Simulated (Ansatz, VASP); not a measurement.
MgI2 in VASP and in Ansatz

The input INCAR:

```
  ALGO = Normal
  EDIFF = 1E-7
  ENCUT = 520
  GGA = PE
  ISIF = 2
  ISMEAR = 0
  LASPH = T
  LCHARG = F
  LREAL = F
  LWAVE = F
  NBANDS = 15
  NELM = 80
  PREC = Accurate
  SIGMA = 0.05
```

File KPOINTS:

```
k-points
0
Gamma
  6 6 4
```

Contents of POSCAR:

```
MgI2
1.0
    4.0238110365      0.0000000000      0.0000000000
   -2.0119055183      3.4847225777      0.0000000000
    0.0000000000      0.0000000000      7.3121625487
Mg I
1 2
Direct
    0.0000000000      0.0000000000      0.0000000000
    0.3333333333      0.6666666667      0.7576300000
    0.6666666667      0.3333333333      0.2423700000
```

Input for Ansatz:

```yaml
crystal:
  lattice:
    - [4.0238110365, 0.0, 0.0]
    - [-2.0119055183, 3.4847225777, 0.0]
    - [0.0, 0.0, 7.3121625487]
  atoms:
    - { symbol: Mg, position: [0.0, 0.0, 0.0] }
    - { symbol: I, position: [0.3333333333, 0.6666666667, 0.75763] }
    - { symbol: I, position: [0.6666666667, 0.3333333333, 0.24237] }
basis:
  ecutwfc: 420
kpoints:
  mp_grid: { grid: [6, 6, 4] }
hamiltonian:
  xc: pbe
scf:
  occupations: { method: gaussian, width: 0.05 }
output:
  forces: true
  stress: true
  eigenvalues: true
  write_density: true
  write_potential: true
  elf: true
  volumetric_format: npy
```

Alike in both runs: task single point; functional PBE; k mesh 6 × 6 × 4; occupations gaussian, width 0.05 eV; no spin polarisation.

|  | VASP | Ansatz |
| --- | --- | --- |
| version | VASP 6.6.1 | Ansatz 0.2.0 |
| potentials or method | VASP PAW PBE potentials, release 64 (Mg, I) | scalar-relativistic, plane waves, PAW |
| plane-wave cutoff (eV) | 520 | 420 |
| valence electrons in the cell | 16 | 44 |

Ansatz gave:

```
gap on the k mesh at the Fermi level (eV)       : 3.31
least direct gap on the mesh (eV)               : 3.60
pressure (GPa)                                  : 1.4
largest component of the traceless stress (GPa) : 2.03
rms of the force components (eV/Å)              : 0.111
```

Problem. What did VASP give for the same quantities?

Solution. gap on the k mesh at the Fermi level (eV): 3.29; least direct gap on the mesh (eV): 3.59; pressure (GPa): 1.4; largest component of the traceless stress (GPa): 2.02; rms of the force components (eV/Å): 0.116.

Atom by atom the forces differ by 0.005 eV/Å (rms over components). The two sets of potentials don't hold the same shells in valence.

Caveats: spin-orbit coupling is left out, which moves the levels of the heavy elements; this functional lacks dispersion, which binds the layers, so the pressure and a relaxed spacing across them are unreliable. A k mesh can miss the band edges.
